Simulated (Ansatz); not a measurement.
# Mo (Im-3m) in Ansatz: elastic constants with PBEsol

Aim: the elastic constants of Mo with PBEsol.

Everything below comes from runs of Ansatz 0.2.0. Logs are shortened: lines on timing, memory, paths and dates and some standing lists are left out, and cuts for length are marked.

## 1. The structure

Symmetry: Im-3m, No. 229, cubic system. The conventional cell has a = 3.168 Å, b = 3.168 Å, c = 3.168 Å, α = 90.00°, β = 90.00°, γ = 90.00°. Around Mo (site symmetry m-3m) lie 8 Mo at 2.74 Å.

## 2. Elastic constants, PBEsol

File input.yaml:

```yaml
crystal:
  lattice:
    - [-1.5838089719, 1.5838089719, 1.5838089719]
    - [1.5838089719, -1.5838089719, 1.5838089719]
    - [1.5838089719, 1.5838089719, -1.5838089719]
  atoms:
    - { symbol: Mo, position: [0.0, 0.0, 0.0] }
hamiltonian:
  xc: pbesol
  pseudopotentials: { kind: paw }
kpoints:
  mp_grid: { grid: [10, 10, 10] }
scf:
  occupations: { method: fermi_dirac, width: 0.05 }
output:
  forces: true
  stress: true
elastic:
  mode: relaxed_ion
  stencil: two_point
```

Potentials or basis: Ansatz PAW.

Command:

```
ansatz run input.yaml --threads 2 --pin off --max-ram 5632MiB --backend cpu --events-out ev --progress --plain --runs-dir out
```

Log:

```text
Warning: RAYON_NUM_THREADS=2 ignored (pool sized by the plan → 2); use --threads N
Engine: ansatz 0.2.0, aarch64-unknown-linux-gnu
Pseudopotentials: kind: paw
Pseudopotential: Mo, paw, valence charge 14, recommended cutoff 420 eV (normal), Mo.paw.azcp
Functional definition: PBEsol
  exchange = pbesol_x
  correlation = pbesol_c
Crystal: 1 atoms, lattice volume = 15.892 Å³
Basis set: ecut = 420 eV, 321 PW (Γ), exchange–correlation on 40×40×40 points (8 copies of the dense FFT grid, shifted against one another)
Bands: 11, of which v1, the nominal top of the filled ones, is band 7 counted from 1 (6 counted from 0)
Symmetry: 48 space group operations
Space group: Im-3m (ITA 229), of the structure as read, at distance tolerance 2.5e-5 Å
k-points: 47 of 1000
Non-local potential: Mo, projectors of the file, l = 0: 3, l = 1: 2, l = 2: 2, l = 3: 1
PAW form: soft (Blöchl's): semilocal exchange-correlation on the pseudo side does not see the compensation charge
PAW frozen core: Mo, regenerated for the run's functional, and the local potential with it (the file was generated under x = pbe(κ = 0.804, μ = 0.2195149727645171), c = pbe(β = 0.06672455060314922))
PAW one-centre angular grid: Mo, 590 points (default); XC on 64 Gauss nodes
Initial density: superposition of atomic densities (neutral atoms: chi_scale 0, normalization atom), corrected by the library's trained network
Initial wavefunctions: pseudopotential atomic-orbital guess
Functional: x = pbesol(κ = 0.804, μ = 0.12345679012345678), c = pbesol(β = 0.046)
SCF iter   1: F=—  HF=-4897.440826 eV  |F-HF|=—  |Δ(HF+E_count)|=         —  Δρ=5.62e-3  dr2=2.96e-3  ethr=1.77e-3  ⟨swp⟩=5.0  Hψ=3017  notcnv=0
preconditioner: auto → none  [metal: Δε(μ)=0.079 eV  Ē_g=8.197 eV  σ=0.050 eV  W_gap=0.33  n_scr=0 (ndim 8)  ℏωp=22.8 eV  f_vac=0.000  D(μ)=1.18/eV (n_scr^D=12)]
SCF iter   2: F=—  HF=-4897.440038 eV  |F-HF|=—  |Δ(HF+E_count)|=   7.89e-4  Δρ=2.15e-3  dr2=2.04e-4  ethr=2.12e-5  ⟨swp⟩=2.5  Hψ=1175  notcnv=0
SCF iter   3: F=—  HF=-4897.440044 eV  |F-HF|=—  |Δ(HF+E_count)|=   6.79e-6  Δρ=9.46e-4  dr2=3.63e-5  ethr=1.46e-6  ⟨swp⟩=1.9  Hψ=795  notcnv=0
SCF iter   4: F=—  HF=-4897.440052 eV  |F-HF|=—  |Δ(HF+E_count)|=   7.35e-6  Δρ=4.81e-5  dr2=1.29e-7  ethr=2.60e-7  ⟨swp⟩=1.0  Hψ=514  notcnv=0
SCF iter   5: F=—  HF=-4897.440053 eV  |F-HF|=—  |Δ(HF+E_count)|=   1.32e-6  Δρ=6.91e-6  dr2=1.70e-9  ethr=9.23e-10  ⟨swp⟩=2.5  Hψ=798  notcnv=0
SCF iter   6: F=—  HF=-4897.440053 eV  |F-HF|=—  |Δ(HF+E_count)|=  3.43e-10  Δρ=1.69e-6  dr2=7.36e-11  ethr=1.22e-11  ⟨swp⟩=2.4  Hψ=844  notcnv=0
SCF iter   7: F=—  HF=-4897.440053 eV  |F-HF|=—  |Δ(HF+E_count)|=  3.64e-11  Δρ=8.64e-8  dr2=2.35e-13  ethr=5.25e-13 (applied; sched 1.00e-12)  ⟨swp⟩=1.7  Hψ=740  notcnv=0  defer=1
SCF iter   8: F=-4897.440053 eV  HF=-4897.440053 eV  |F-HF|=9.09e-13  |Δ(HF+E_count)|=  2.73e-12  Δρ=4.42e-9  dr2=1.77e-15  ethr=1.00e-12  ⟨swp⟩=4.1  Hψ=1545  notcnv=0
SCF 1 converged in 8 iterations: F = -4897.440053 eV  dr2 = 1.77e-15
Crystal: 1 atoms, lattice volume = 15.860 Å³
Symmetry: 16 space group operations
k-points: 102 of 1000
Initial density: handed on by an earlier stage of this run
Initial wavefunctions: those handed on with the density
iter 1 solved again at ethr=5.19e-8 eV; its pass at ethr=3.10e-3 eV (dr2=7.26e-6 eV) is discarded
SCF iter   1: F=—  HF=-4897.441905 eV  |F-HF|=—  |Δ(HF+E_count)|=         —  Δρ=2.63e-4  dr2=3.53e-6  ethr=5.19e-8  ⟨swp⟩=2.6  Hψ=8135  notcnv=0  defer=6
preconditioner: auto → none  [metal: Δε(μ)=0.010 eV  Ē_g=8.209 eV  σ=0.050 eV  W_gap=0.05  n_scr=0 (ndim 8)  ℏωp=22.8 eV  f_vac=0.000  D(μ)=1.13/eV (n_scr^D=12)]
SCF iter   2: F=—  HF=-4897.441905 eV  |F-HF|=—  |Δ(HF+E_count)|=   3.99e-7  Δρ=1.27e-4  dr2=7.78e-7  ethr=2.52e-8  ⟨swp⟩=1.0  Hψ=1115  notcnv=0  defer=6
SCF iter   3: F=—  HF=-4897.441905 eV  |F-HF|=—  |Δ(HF+E_count)|=   2.25e-7  Δρ=7.16e-6  dr2=6.93e-9  ethr=5.56e-9  ⟨swp⟩=1.0  Hψ=1115  notcnv=0  defer=6
SCF iter   4: F=—  HF=-4897.441905 eV  |F-HF|=—  |Δ(HF+E_count)|=   1.54e-9  Δρ=2.14e-6  dr2=2.74e-10  ethr=4.95e-11  ⟨swp⟩=2.0  Hψ=1745  notcnv=0  defer=6
SCF iter   5: F=—  HF=-4897.441905 eV  |F-HF|=—  |Δ(HF+E_count)|=  4.55e-12  Δρ=5.83e-7  dr2=1.07e-11  ethr=1.96e-12  ⟨swp⟩=2.4  Hψ=1520  notcnv=0  defer=6
SCF iter   6: F=-4897.441905 eV  HF=-4897.441905 eV  |F-HF|=9.09e-13  |Δ(HF+E_count)|=  5.46e-12  Δρ=4.67e-8  dr2=8.77e-14  ethr=1.00e-12  ⟨swp⟩=3.3  Hψ=4301  notcnv=0
SCF 2 converged in 6 iterations: F = -4897.441905 eV  dr2 = 8.77e-14
Crystal: 1 atoms, lattice volume = 15.923 Å³
iter 1 solved again at ethr=1.41e-11 eV; its pass at ethr=3.10e-3 eV (dr2=1.97e-9 eV) is discarded
SCF iter   1: F=—  HF=-4897.438056 eV  |F-HF|=—  |Δ(HF+E_count)|=         —  Δρ=4.66e-6  dr2=1.90e-9  ethr=1.41e-11  ⟨swp⟩=2.6  Hψ=7941  notcnv=0  defer=5
preconditioner: auto → none  [metal: Δε(μ)=0.003 eV  Ē_g=8.175 eV  σ=0.050 eV  W_gap=0.02  n_scr=0 (ndim 8)  ℏωp=22.8 eV  f_vac=0.000  D(μ)=1.15/eV (n_scr^D=12)]
SCF iter   2: F=—  HF=-4897.438057 eV  |F-HF|=—  |Δ(HF+E_count)|=   2.11e-7  Δρ=2.04e-6  dr2=1.58e-10  ethr=1.36e-11  ⟨swp⟩=2.7  Hψ=1692  notcnv=0  defer=5
SCF iter   3: F=—  HF=-4897.438057 eV  |F-HF|=—  |Δ(HF+E_count)|=  1.64e-11  Δρ=7.58e-7  dr2=2.39e-11  ethr=1.13e-12  ⟨swp⟩=1.3  Hψ=1225  notcnv=0  defer=5
SCF iter   4: F=-4897.438057 eV  HF=-4897.438057 eV  |F-HF|=9.09e-13  |Δ(HF+E_count)|=  4.55e-12  Δρ=3.78e-8  dr2=7.66e-14  ethr=1.00e-12  ⟨swp⟩=3.8  Hψ=4337  notcnv=0
SCF 3 converged in 4 iterations: F = -4897.438057 eV  dr2 = 7.66e-14
Symmetry: 8 space group operations
k-points: 171 of 1000
iter 1 solved again at ethr=1.62e-8 eV; its pass at ethr=3.10e-3 eV (dr2=2.26e-6 eV) is discarded
SCF iter   1: F=—  HF=-4897.440043 eV  |F-HF|=—  |Δ(HF+E_count)|=         —  Δρ=2.18e-4  dr2=3.41e-6  ethr=1.62e-8  ⟨swp⟩=3.5  Hψ=13886  notcnv=0  defer=9
preconditioner: auto → none  [metal: Δε(μ)=0.003 eV  Ē_g=8.192 eV  σ=0.050 eV  W_gap=0.01  n_scr=0 (ndim 8)  ℏωp=22.8 eV  f_vac=0.000  D(μ)=1.14/eV (n_scr^D=12)]
SCF iter   2: F=—  HF=-4897.440041 eV  |F-HF|=—  |Δ(HF+E_count)|=   1.15e-6  Δρ=9.52e-5  dr2=4.68e-7  ethr=1.62e-8  ⟨swp⟩=1.1  Hψ=1923  notcnv=0  defer=9
SCF iter   3: F=—  HF=-4897.440041 eV  |F-HF|=—  |Δ(HF+E_count)|=   1.58e-7  Δρ=1.36e-5  dr2=8.50e-9  ethr=3.34e-9  ⟨swp⟩=1.0  Hψ=1872  notcnv=0  defer=9
SCF iter   4: F=—  HF=-4897.440041 eV  |F-HF|=—  |Δ(HF+E_count)|=   2.17e-9  Δρ=1.24e-6  dr2=7.53e-11  ethr=6.07e-11  ⟨swp⟩=2.2  Hψ=2697  notcnv=0  defer=9
SCF iter   5: F=—  HF=-4897.440041 eV  |F-HF|=—  |Δ(HF+E_count)|=  2.55e-11  Δρ=2.05e-7  dr2=5.88e-12  ethr=5.38e-13 (applied; sched 1.00e-12)  ⟨swp⟩=2.6  Hψ=2958  notcnv=0  defer=9
SCF iter   6: F=—  HF=-4897.440041 eV  |F-HF|=—  |Δ(HF+E_count)|=  3.64e-12  Δρ=4.85e-8  dr2=2.57e-13  ethr=4.20e-14 (applied; sched 1.00e-12)  ⟨swp⟩=2.1  Hψ=2775  notcnv=0  defer=9
SCF iter   7: F=-4897.440041 eV  HF=-4897.440041 eV  |F-HF|=0.00e0  |Δ(HF+E_count)|=  9.09e-13  Δρ=8.83e-9  dr2=6.44e-15  ethr=1.00e-12  ⟨swp⟩=4.0  Hψ=5524  notcnv=0
SCF 4 converged in 7 iterations: F = -4897.440041 eV  dr2 = 6.44e-15
iter 1 solved again at ethr=2.00e-11 eV; its pass at ethr=3.10e-3 eV (dr2=2.80e-9 eV) is discarded
SCF iter   1: F=—  HF=-4897.440041 eV  |F-HF|=—  |Δ(HF+E_count)|=         —  Δρ=5.40e-6  dr2=2.81e-9  ethr=2.00e-11  ⟨swp⟩=2.1  Hψ=12715  notcnv=0  defer=9
preconditioner: auto → none  [metal: Δε(μ)=0.004 eV  Ē_g=8.191 eV  σ=0.050 eV  W_gap=0.02  n_scr=0 (ndim 8)  ℏωp=22.8 eV  f_vac=0.000  D(μ)=1.14/eV (n_scr^D=12)]
SCF iter   2: F=—  HF=-4897.440041 eV  |F-HF|=—  |Δ(HF+E_count)|=   1.97e-7  Δρ=2.30e-6  dr2=2.49e-10  ethr=2.00e-11  ⟨swp⟩=2.6  Hψ=2782  notcnv=0  defer=9
SCF iter   3: F=—  HF=-4897.440041 eV  |F-HF|=—  |Δ(HF+E_count)|=  2.09e-11  Δρ=7.62e-7  dr2=2.85e-11  ethr=1.78e-12  ⟨swp⟩=1.3  Hψ=2072  notcnv=0  defer=9
SCF iter   4: F=—  HF=-4897.440041 eV  |F-HF|=—  |Δ(HF+E_count)|=  9.09e-13  Δρ=7.13e-8  dr2=1.83e-13  ethr=2.03e-13 (applied; sched 1.00e-12)  ⟨swp⟩=1.6  Hψ=2188  notcnv=0  defer=9
SCF iter   5: F=-4897.440041 eV  HF=-4897.440041 eV  |F-HF|=0.00e0  |Δ(HF+E_count)|=  1.82e-12  Δρ=1.34e-8  dr2=6.77e-15  ethr=1.00e-12  ⟨swp⟩=4.0  Hψ=5473  notcnv=0
SCF 5 converged in 5 iterations: F = -4897.440041 eV  dr2 = 6.77e-15
SCF converged after 8 iterations
Free energy (F): -4897.440053 eV
Harris-Foulkes:  -4897.440053 eV  (|F-HF|=9.09e-13)
Internal energy: -4897.430906 eV  (E = F + TS)
E sigma→0 (E₀):  -4897.435479 eV
Entropy (-TS):   -0.009147 eV (-9.147 meV/atom)
Fermi energy:    20.671222 eV
--- Per-component energies (eV) ---
  E_band       = -61.468385
  E_kinetic    = 440.075986
  E_local      = -797.222012  (includes V_loc(G=0)·N_el)
  E_nonlocal   = 144.434648
  E_hartree    = 262.172652
  E_xc         = -182.134875
  E_vxc        = -228.113365  (∫ρ·V_xc dr)
  E_paw        = -3143.697950  (= ΣΔE_a)
  E_vpaw       = -144.988987  (= ΣTr[D̂ρ^β])
  E_aug_tail   = 0.000038  (compensation charges beyond the density's cutoff)
  E_ewald      = -1621.268694
  E_core_change = 0.209299  (= ΣΔE_core)
  E_smearing   = -0.009147  (= −TS)
  E_closure    = 0.000000  (closes the sum)
  Σ components = -4897.440053   (vs F -4897.440053, Δ=0.00e0)
--- Forces (eV/Å), atoms counted from 1 ---
  atom   1  Mo    -0.00000000     0.00000000    -0.00000000
  max |Σ_I F_I| component: 3.90e-32 eV/Å
--- Stress (GPa, compression-positive) ---
       -9.699714      -0.000000      -0.000000
        0.000000      -9.699714      -0.000000
        0.000000       0.000000      -9.699714
  P = ⅓ Tr σ = -9.6997 GPa (-96.997 kbar)
--- Band table (eV; the first three rows and the last of 47) ---
  k-point 0: bands = ["-40.6055", "-13.9235", "-13.9235", "-13.9235", "13.3516", "19.2454", "19.2454", "19.2454", "22.1959", "22.1959", "35.2133"]
  k-point 1: bands = ["-40.5821", "-14.0599", "-13.9658", "-13.9245", "13.7771", "19.0100", "19.1955", "19.6507", "21.8869", "22.2060", "35.5008"]
  k-point 2: bands = ["-40.5205", "-14.4077", "-14.0749", "-13.9271", "14.8216", "18.4498", "18.9956", "20.8103", "21.6086", "22.2772", "35.6432"]
  k-point 46: bands = ["-40.1804", "-14.8486", "-14.8486", "-14.8486", "15.2379", "15.2379", "24.4948", "24.4948", "24.4948", "29.4513", "29.4513"]
--- Elastic constants: 2 strain directions × 2 members + reference (group order 48) ---
  dense FFT box of the reference and of every strained cell: 20×20×20
  strains applied: 11, 23; error gains: componentwise 1.00 (the most a stress slope's error grows in a printed constant), spectral 1.73 (1 for all six strains in a standard setting)
  C = ∂σ_k/∂η_j (tension-positive GPa; Voigt order 11 22 33 23 13 12):
       371.619    163.588    163.588      0.000      0.000      0.000
       163.588    371.619    163.588     -0.000      0.000      0.000
       163.588    163.588    371.619     -0.000      0.000      0.000
         0.000     -0.000     -0.000     71.754     -0.000     -0.000
         0.000      0.000     -0.000      0.000     71.754      0.000
        -0.000      0.000     -0.000     -0.000     -0.000     71.754
  reference stress σ⁰ (GPa):      9.700      9.700      9.700      0.000     -0.000     -0.000
  C* (energy form; C + prestress term) asymmetry max|C*_kj − C*_jk| = 2.842e-14 GPa — a small one proves nothing (zero by symmetry where the batch's group is 432, −43m or m−3m); a large one is finite-difference/SCF noise where every solve meets its electron count
  moduli (Voigt/Reuss/Hill, GPa): K = 232.93/232.93/232.93   G = 84.66/81.92/83.29   E = 223.25   ν = 0.340
  mechanically stable: yes (min eigenvalue of sym C = 71.75 GPa)
  strain η (Voigt 11):  stress-route row diagonal C_11 = 371.62 GPa, energy-path curvature d²(F+E_count+ΔE)/dδ²/Ω₀ = 371.56 GPa
         δ    σ_11 (GPa)             F (eV)   n_scf  n_hpsi   n_pw
    -2.000e-3       8.9509       -4897.4419050       6   19157    321   relax 0 steps, max|allowed force component| 0.00e0 eV/Å
     2.000e-3      10.4373       -4897.4380567       4   16419    329   relax 0 steps, max|allowed force component| 0.00e0 eV/Å
  strain η (Voigt 23):  stress-route row diagonal C_44 = 71.75 GPa, energy-path curvature d²(F+E_count+ΔE)/dδ²/Ω₀ = 66.95 GPa
         δ    σ_23 (GPa)             F (eV)   n_scf  n_hpsi   n_pw
    -2.000e-3      -0.1435       -4897.4400413       7   33689    321   relax 0 steps, max|allowed force component| 0.00e0 eV/Å
     2.000e-3       0.1435       -4897.4400413       5   27286    321   relax 0 steps, max|allowed force component| 0.00e0 eV/Å
```

Run time: 5.8 s. Hardware: 2 threads of Arm Neoverse N1, shared host; peak memory 0.3 GiB.

Results:

* Free energy: -4897.4401 eV
* Pressure: -9.7 GPa
* Band gap on the k mesh: none (metal or under the smearing width)
* Elastic constants C11, C12, C44: 372, 164, 72 GPa
* Voigt bulk modulus: 233 GPa

Levels at points of the mesh, in eV from the Fermi level:
| k point | band 5 | band 6 | band 7 | band 8 | band 9 | band 10 |
| --- | --- | --- | --- | --- | --- | --- |
| (0.00, 0.00, 0.00) | -7.32 | -1.43 | -1.43 | -1.43 | 1.52 | 1.52 |
| (0.00, 0.00, -0.50) | -5.34 | -3.42 | 1.44 | 1.55 | 2.17 | 4.57 |
| (-0.50, -0.50, -0.50) | -5.43 | -5.43 | 3.82 | 3.82 | 3.82 | 8.78 |

Elastic tensor in Voigt notation (GPa, in the Cartesian axes of the cell as first typed):
```
372 164 164   0   0   0
164 372 164   0   0   0
164 164 372   0   0   0
  0   0   0  72   0   0
  0   0   0   0  72   0
  0   0   0   0   0  72
```

Caveat: the cell is more than 3 GPa from zero pressure, which shifts response properties; elastic constants of metals need much finer meshes, so these are rough; the PAW data sets come from PBE, with cores solved anew for the run's functional, which leaves a small shift of forces and pressure.
